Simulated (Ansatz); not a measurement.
Na, DFT, PBE, all-electron PAW with datasets made for the crystal, scalar-relativistic (Ansatz 0.2.0), run on 1 thread of Intel(R) Xeon(R) Platinum 8488C (Sapphire Rapids) on a shared host.

The cell is a measured one (Crystallography Open Database entry 9011000); the temperature and pressure of the measurement aren't taken into account, and nothing was relaxed. The listed cell was then made from it by scaling, straining or moving an atom.

Command: `ansatz run input.yaml --threads 1 --pin off --max-ram 3072MiB --backend cpu --events-out ev --progress --plain --runs-dir out`

```yaml
crystal:
  lattice:
    - [3.7670009976, 0.0, 0.0]
    - [-1.8835004988, 3.26231856, 0.0]
    - [0.0, 0.0, 6.27708]
  atoms:
    - { symbol: Na, position: [0.3333333333, 0.6666666667, 0.25] }
    - { symbol: Na, position: [0.6666666667, 0.3333333333, 0.75] }
kpoints:
  mp_grid: { grid: [13, 13, 7] }
scf:
  occupations: { method: fermi_dirac, width: 0.05 }
hamiltonian:
  xc: pbe
  pseudopotentials: { kind: all_electron, datasets: crystal }
output:
  forces: true
  stress: true
  eigenvalues: true
  efg: { contact_densities: true }
```

(1) How large is the problem that the program sets up?

(2) About how long does it take, and how much memory does it use?

Answers

(1) 84 irreducible k-points, 337 plane waves at Γ, 13 bands.

(2) 5 s of wall time for 8 SCF iterations, with a peak of 0.37 GiB. Times on shared machines scatter by tens of per cent.
